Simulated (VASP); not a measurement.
# Hg2TeO: structure and properties in VASP

What structure does Hg2TeO take at this level, and what are its properties? The steps: rough relaxation of the start cell, relaxing cell and atoms (BEEF-vdW), single point with fields (BEEF-vdW), bands along the symmetry lines (BEEF-vdW), density of states (BEEF-vdW) and zone-centre phonons (BEEF-vdW). The cell is invented: it takes the structure of COD entry 1010537, HgTe (space group 225 there), with some of its atoms replaced by other elements, volume scaled by an estimate. It may not be a known or stable phase.

Method: BEEF-vdW; plane waves and PAW (Hg, Te, O); invented cell, in VASP 6.6.1.

### Step 1. The structure

Before any relaxation, the start is as follows. Symmetry: R-3m, No. 166, trigonal system. The conventional cell has a = 4.122 Å, b = 4.122 Å, c = 20.194 Å, α = 90.00°, β = 90.00°, γ = 120.00°. Hg has 3 O at 2.91 Å and 3 Te at 2.91 Å nearest. Nearest to Te lie 6 Hg at 2.91 Å. Nearest to O lie 6 Hg at 2.91 Å. It derives from HgTe. it takes the structure of COD entry 1010537, HgTe (space group 225 there), with some of its atoms replaced by other elements, volume scaled by an estimate. Farther neighbours and most contacts between anions are not listed.

### Step 2. Rough relaxation of the start cell

The start is only an estimate, so a cheap relaxation brings it near a minimum before any careful run. BEEF-vdW is fitted to surface and molecular data. LUSE_VDW switches on a nonlocal correlation term for dispersion.

Input file INCAR:

```
SYSTEM = Hg2TeO
PREC = Normal
ENCUT = 520
EDIFF = 1E-05
NELM = 60
ISMEAR = 0
SIGMA = 0.05
LREAL = .FALSE.
ALGO = Fast
GGA = BF
LUSE_VDW = .TRUE.
ZAB_VDW = -1.8867
LASPH = .TRUE.
NBANDS = 24
LORBIT = 11
LWAVE = .FALSE.
LCHARG = .FALSE.
KPAR = 2
IBRION = 2
NSW = 40
ISIF = 3
EDIFFG = -0.04
```

Input file POSCAR:

```
Hg2TeO
1.0
    2.0610290000      1.1899360000      6.7312940000
   -2.0610290000      1.1899360000      6.7312940000
    0.0000000000     -2.3798720000      6.7312940000
Hg Te O
2 1 1
Direct
    0.7500000000      0.7500000000      0.7500000000
    0.2500000000      0.2500000000      0.2500000000
    0.0000000000      0.0000000000      0.0000000000
    0.5000000000      0.5000000000      0.5000000000
```

Input file KPOINTS:

```
Automatic mesh
0
Gamma
5 5 5
0 0 0
```

PAW data sets: Hg, Te and O (PBE family, release 64).

The run is started by

```
$ mpirun -np 2 vasp_std
```

The program printed:

```text
[banner, memory and clock lines left out]
running    2 mpi-ranks, on    1 nodes
 distrk:  each k-point on    1 cores,    2 groups
 distr:  one band on    1 cores,    1 groups

 POSCAR found type information on POSCAR HgTeO
 POSCAR found :  3 types and       4 ions

     **************************************************************************
     Initializing libbeef V0.1.3 with the BEEF-vdW functional.
     **************************************************************************

|                                                                             |
|               ----> ADVICE to this user running VASP <----                  |
|                                                                             |
|     You have switched on vdW-DFT.                                           |
|     This routine was written and supplied by Jiri Klimes. We recommend      |
|     that you carefully read and cite the following publications:            |
|       J. Klimes, D.R. Bowler, A. Michelides                                 |
|          J. Phys.: Cond Matt. 22 022201 (2010)                              |
|       J. Klimes, D.R. Bowler, A. Michelides                                 |
|          Phys. Rev. B. 83, 195131 (2011)                                    |
|     and references therein.                                                 |
|                                                                             |

|                                                                             |
|               ----> ADVICE to this user running VASP <----                  |
|                                                                             |
|     You enforced a specific xc type in the INCAR file but a different       |
|     [... a line on the potential file left out ...]
|     I HOPE YOU KNOW WHAT YOU ARE DOING!                                     |
|                                                                             |

 LDA part: xc-table for (Slater+PW92), standard interpolation
 POSCAR, INCAR and KPOINTS ok, starting setup
 FFT: planning ... GRIDC
 FFT: planning ... GRID_SOFT
 FFT: planning ... GRID
 WAVECAR not read
 entering main loop
       N       E                     dE             d eps       ncg     rms          rms(c)
DAV:   1     0.262969400570E+03    0.26297E+03   -0.17203E+04   912   0.135E+03
DAV:   2     0.114247835159E+02   -0.25154E+03   -0.24117E+03  1040   0.333E+02
DAV:   3    -0.262936098792E+01   -0.14054E+02   -0.13854E+02  1088   0.763E+01
DAV:   4    -0.274700951319E+01   -0.11765E+00   -0.11761E+00  1000   0.724E+00
DAV:   5    -0.274811906245E+01   -0.11095E-02   -0.11095E-02  1104   0.720E-01    0.161E+01
RMM:   6    -0.219750231703E+01    0.55062E+00   -0.93039E+00   912   0.109E+01    0.220E+01
RMM:   7     0.127533667666E+01    0.34728E+01   -0.51345E+00   912   0.977E+00    0.643E+00
RMM:   8     0.165783890497E+01    0.38250E+00   -0.38468E-01   912   0.360E+00    0.359E+00
RMM:   9     0.170209169211E+01    0.44253E-01   -0.18289E-01   912   0.247E+00    0.677E-01
RMM:  10     0.170196088025E+01   -0.13081E-03   -0.11054E-02   915   0.678E-01    0.321E-01
RMM:  11     0.170080753083E+01   -0.11533E-02   -0.23529E-03   920   0.303E-01    0.122E-01
RMM:  12     0.170033912489E+01   -0.46841E-03   -0.11710E-03   912   0.216E-01    0.892E-02
RMM:  13     0.170042923001E+01    0.90105E-04   -0.12419E-04   739   0.678E-02    0.212E-02
RMM:  14     0.170042007371E+01   -0.91563E-05   -0.43609E-05   678   0.389E-02
   1 F= 0.17004201E+01 E0= 0.17037582E+01  d E =0.170042E+01
 curvature:   0.00 expect dE= 0.000E+00 dE for cont linesearch  0.000E+00
 trial: gam= 0.00000 g(F)=  0.308E+00 g(S)=  0.354E-01 ort = 0.000E+00 (trialstep = 0.100E+01)
 search vector abs. value=  0.344E+00
 bond charge predicted
       N       E                     dE             d eps       ncg     rms          rms(c)
DAV:   1     0.122321636542E+01   -0.47721E+00   -0.13399E+02   912   0.635E+01    0.357E+00
RMM:   2     0.125330036221E+01    0.30084E-01   -0.12061E+00   912   0.724E+00    0.271E+00
RMM:   3     0.137361058984E+01    0.12031E+00   -0.18466E-01   912   0.241E+00    0.104E+00
RMM:   4     0.138918599287E+01    0.15575E-01   -0.37407E-02   912   0.122E+00    0.781E-01
RMM:   5     0.138960010611E+01    0.41411E-03   -0.49930E-03   915   0.512E-01    0.332E-01
RMM:   6     0.138985552765E+01    0.25542E-03   -0.21422E-03   914   0.294E-01    0.920E-02
RMM:   7     0.138980548610E+01   -0.50042E-04   -0.30426E-04   931   0.124E-01    0.718E-02
RMM:   8     0.138980217328E+01   -0.33128E-05   -0.80400E-05   861   0.622E-02
   2 F= 0.13898022E+01 E0= 0.13921607E+01  d E =-.310618E+00
[... from here on, the cycles between the ionic steps are left out ...]
   3 F= 0.93649494E+00 E0= 0.93873449E+00  d E =-.763925E+00
   4 F= 0.93377492E+00 E0= 0.93666551E+00  d E =-.766645E+00
   5 F= 0.89168674E+00 E0= 0.89404113E+00  d E =-.420882E-01
   6 F= 0.83577986E+00 E0= 0.83726778E+00  d E =-.979951E-01
   7 F= 0.94404355E+00 E0= 0.94702751E+00  d E =0.102686E-01
   8 F= 0.82900740E+00 E0= 0.82990986E+00  d E =-.104768E+00
   9 F= 0.81755699E+00 E0= 0.81841837E+00  d E =-.114504E-01
  10 F= 0.81171271E+00 E0= 0.81291481E+00  d E =-.172947E-01
  11 F= 0.79433971E+00 E0= 0.79498545E+00  d E =-.173730E-01
  12 F= 0.79426784E+00 E0= 0.79490351E+00  d E =-.174449E-01
  13 F= 0.79448287E+00 E0= 0.79515283E+00  d E =0.215032E-03
 trial-energy change:    0.000215  1 .order    0.000126   -0.001271    0.001523
 step:   0.9978(harm=  1.1106)  dis= 0.00066  next Energy=     0.794014 (dE=-0.254E-03)
 bond charge predicted
       N       E                     dE             d eps       ncg     rms          rms(c)
DAV:   1     0.784078765420E+00   -0.10404E-01   -0.30649E-01   984   0.477E+00    0.836E-01
RMM:   2     0.791659819719E+00    0.75811E-02   -0.25074E-02   912   0.126E+00    0.355E-01
RMM:   3     0.793376433848E+00    0.17166E-02   -0.33375E-03   913   0.310E-01    0.277E-01
RMM:   4     0.793802623951E+00    0.42619E-03   -0.50741E-04   912   0.127E-01    0.199E-01
RMM:   5     0.793981790835E+00    0.17917E-03   -0.28647E-04   912   0.100E-01    0.529E-02
RMM:   6     0.793988153165E+00    0.63623E-05   -0.31598E-05   628   0.381E-02
  14 F= 0.79398815E+00 E0= 0.79463597E+00  d E =-.279685E-03
 curvature:  -0.78 expect dE=-0.720E-04 dE for cont linesearch -0.134E-05
 trial: gam= 0.21605 g(F)=  0.583E-04 g(S)=  0.335E-04 ort =-0.355E-04 (trialstep = 0.215E+01)
 search vector abs. value=  0.111E-03
 reached required accuracy - stopping structural energy minimisation
```

Wall time 15 min (2 MPI ranks of Intel Xeon 6975P-C (Granite Rapids), shared host); peak memory 1.2 GiB; 31 min of CPU time.

The logs omit lines about the potential files and the build; timing stands in the text.

Parts of OUTCAR (step 2):

```text
ion  position               nearest neighbor table
   1  0.750  0.750  0.750-   4 2.91   4 2.91   3 2.91   3 2.91   4 2.91   3 2.91
   2  0.250  0.250  0.250-   3 2.91   3 2.91   4 2.91   4 2.91   3 2.91   4 2.91
   3  0.000  0.000  0.000-   1 2.91   1 2.91   2 2.91   2 2.91   1 2.91   2 2.91
   4  0.500  0.500  0.500-   2 2.91   2 2.91   1 2.91   1 2.91   2 2.91   1 2.91

  LATTYP: Found a trigonal (rhomboedric) cell.
 ALAT       =     7.1396153354
 COS(alpha) =     0.8333333311

 Subroutine GETGRP returns: Found 12 space group operations
 (whereof 12 operations were pure point group operations)

The static configuration has the point symmetry D_3d.

 Found     19 irreducible k-points:

   k-points           NKPTS =     19   k-points in BZ     NKDIM =     19   number of bands    NBANDS=     24

   dimension x,y,z NGX =    40 NGY =   40 NGZ =   40
   dimension x,y,z NGXF=    80 NGYF=   80 NGZF=   80

   ENCUT  =  520.0 eV  38.22 Ry    6.18 a.u.  13.27 13.27 13.27*2*pi/ulx,y,z

   NELECT =      36.0000    total number of electrons

 k-points in reciprocal lattice and weights: Automatic mesh
   0.00000000  0.00000000  0.00000000       0.008
   0.20000000  0.00000000 -0.00000000       0.048
   0.40000000 -0.00000000  0.00000000       0.048
   0.20000000  0.20000000 -0.00000000       0.048
   0.40000000  0.20000000 -0.00000000       0.096
  -0.40000000  0.20000000  0.00000000       0.096
  -0.20000000  0.20000000  0.00000000       0.048
   0.40000000  0.40000000  0.00000000       0.048
  -0.40000000  0.40000000  0.00000000       0.048
[...]
0.40000000  0.40000000  0.40000000       0.016
  -0.40000000  0.40000000  0.40000000       0.048

 average (electrostatic) potential at core
       1 -39.4889       2 -39.4889       3 -91.5513       4 -71.9046

 E-fermi :   3.4058

 k-point     1 :       0.0000    0.0000    0.0000
  band No.  band energies     occupation
    ...
     13      -2.0783      2.00000
     14       0.3059      2.00000
     15       1.7116      2.00000
     16       1.8090      2.00000
     17       1.8090      2.00000
     18       4.2691      0.00000
     19       4.2691      0.00000
     20       7.4718      0.00000
     21       7.8171      0.00000
     22      10.3385      0.00000
    ...

 k-point     2 :       0.2000    0.0000   -0.0000
  band No.  band energies     occupation
    ...
     14      -0.3618      2.00000
     15       1.6945      2.00000
     16       1.7419      2.00000
     17       1.8758      2.00000
     18       3.1971      2.00000
     19       3.7548      0.00000
     20       6.1821      0.00000
     21       8.7471      0.00000
     22      10.0596      0.00000
     23      10.8387      0.00000
    ...

 k-point     3 :       0.4000   -0.0000    0.0000
  band No.  band energies     occupation
    ...
     14      -0.8238      2.00000
     15       0.3351      2.00000
     16       1.4478      2.00000
     17       1.8111      2.00000
     18       3.1349      2.00000
     19       4.1059      0.00000
     20       4.3871      0.00000
     21       7.4637      0.00000
     22       8.5423      0.00000
     23       9.2986      0.00000
    ...

Total vdW correction in eV:      5.9192589

  Total        0.0369118      0.0369118     -0.0070642      0.0000000      0.0000000      0.0000000
  in kB        0.6644202      0.6644205     -0.1271569      0.0000000      0.0000000      0.0000000
  external PRESSURE =       0.4005613 kB  Pullay stress =       0.0000000 kB

  energy-cutoff  :      520.00
  volume of cell :       89.01
      direct lattice vectors                 reciprocal lattice vectors
     1.911494175  1.103601954  7.032286310     0.261575477  0.151020634  0.047400421
    -1.911494175  1.103601954  7.032286310    -0.261575477  0.151020634  0.047400421
    -0.000000000 -2.207203908  7.032286310     0.000000000 -0.302041268  0.047400421

 POSITION                                       TOTAL-FORCE (eV/Angst)
 -----------------------------------------------------------------------------------
     -0.00000      0.00000     16.27378         0.000000      0.000000     -0.024589
     -0.00000      0.00000      4.82307        -0.000000     -0.000000      0.024589
      0.00000     -0.00000      0.00000        -0.000000      0.000000     -0.000000
     -0.00000      0.00000     10.54843        -0.000000      0.000000     -0.000000
 -----------------------------------------------------------------------------------
    total drift:                                0.000000      0.000000     -0.000000

  FREE ENERGIE OF THE ION-ELECTRON SYSTEM (eV)
  ---------------------------------------------------
  free  energy   TOTEN  =         0.7939881532 eV

  energy  without entropy=        0.7952837954  energy(sigma->0) =        0.79463597

Total vdW correction in eV:      5.9192070

 reached required accuracy - stopping structural energy minimisation

 total charge
# of ion       s       p       d       tot
------------------------------------------
    1        0.693   0.227   9.409  10.330
    2        0.693   0.227   9.409  10.330
    3        1.415   1.834   0.033   3.282
    4        1.609   3.226   0.000   4.835
--------------------------------------------------
tot          4.410   5.514  18.851  28.775

[... 3 further parts left out ...]
```

CONTCAR:

```
Hg2TeO
   1.00000000000000
     1.9114941746181031    1.1036019539597222    7.0322863104073097
    -1.9114941746181031    1.1036019539597222    7.0322863104073097
    -0.0000000000000000   -2.2072039079194443    7.0322863104073097
  Hg              Te              O
     2     1     1
Direct
     0.7713842399303510    0.7713842399303510    0.7713842399303510
     0.2286157600696492    0.2286157600696492    0.2286157600696492
     0.0000000000000000    0.0000000000000000    0.0000000000000000
     0.5000000000000000    0.5000000000000000    0.5000000000000000
```

The k-mesh is coarse for a metal. This relaxation is a rough one on cheap settings, only to bring the start near its minimum. The PAW data sets were made with PBE, which is usual practice but a small mismatch for other functionals. After so large a change of volume the plane waves of the start cell no longer fit, so the final stress carries a basis-set error. The run keeps the 12 symmetry operations of its start, so it cannot find a distortion of lower symmetry.

Step by step:

```
step  energy less that of the first step (eV)  largest force (eV/Å)  pressure (GPa)  volume (Å³)
   1                                   0.0000                1.7877           -1.11        99.05
   2                                  -0.3106                1.4444           -1.51        96.61
   3                                  -0.7639                0.2322           -0.29        89.39
   4                                  -0.7666                0.1399            0.06        88.72
   5                                  -0.8087                0.0695            0.19        88.59
   6                                  -0.8646                0.0916            0.55        88.13
   7                                  -0.7564                0.9347            3.16        86.43
   8                                  -0.8714                0.2932            0.95        87.82
   9                                  -0.8829                0.1632           -1.67        92.04
  10                                  -0.8887                0.2174           -0.76        90.47
  11                                  -0.9061                0.0256           -0.28        89.39
  12                                  -0.9062                0.0157           -0.20        89.33
  13                                  -0.9059                0.0352            0.28        88.55
  14                                  -0.9064                0.0246            0.04        89.01
```

```
conventional cell, symmetrised  before   after   change
                         a (Å)   4.122   3.823   -7.3 %
                         b (Å)   4.122   3.823   -7.3 %
                         c (Å)  20.194  21.097   +4.5 %
              volume (Å³/atom)   24.76   22.25  -10.1 %
```

The atoms that moved most (Å, as changes of fractional coordinates times the final cell):

```
atom     dx     dy      dz  length
 Hg1  0.000  0.000   0.451   0.451
 Hg2  0.000  0.000  -0.451   0.451
```

Final coordinates:

```cif
data_structure
_symmetry_space_group_name_H-M 'P 1'
_symmetry_Int_Tables_number 1
_cell_length_a 7.3705
_cell_length_b 7.3705
_cell_length_c 7.3705
_cell_angle_alpha 30.062
_cell_angle_beta 30.062
_cell_angle_gamma 30.062
_cell_volume 89.01
loop_
_atom_site_label
_atom_site_type_symbol
_atom_site_fract_x
_atom_site_fract_y
_atom_site_fract_z
_atom_site_occupancy
Hg1 Hg 0.77138 0.77138 0.77138 1
Hg2 Hg 0.22862 0.22862 0.22862 1
Te3 Te 0.00000 0.00000 0.00000 1
O4 O 0.50000 0.50000 0.50000 1
```

This step gave:

```
electrons                       : 36
bands                           : 24
irreducible k-points            : 19
symmetry operations             : 12
free energy (TOTEN)             : 0.7940 eV
energy at zero smearing         : 0.7946 eV
Fermi energy                    : 3.406 eV
pressure                        : 0.04006 GPa
metallic                        : yes
SCF cycles over all ionic steps : 113
```

It ends with a largest force of 0.025 eV/Å and a pressure of 0.04 GPa.

(Continued in part 2 of 4.)

[Lines on the potential files, build, host, timing and source positions are cut from VASP's logs without a mark.]

[Logs are printed without paths, hosts, clocks, repeated set-up lines and the standing remarks that a program may print on its own settings, such as how far it seeks lower states.]

[Hosts, paths, dates, database ids (printed as entryN), source tags and the programs' standing remarks are cut or masked in the printed files.]

[A measured line is paired with the nearest computed mode of its activity, which favours agreement.]
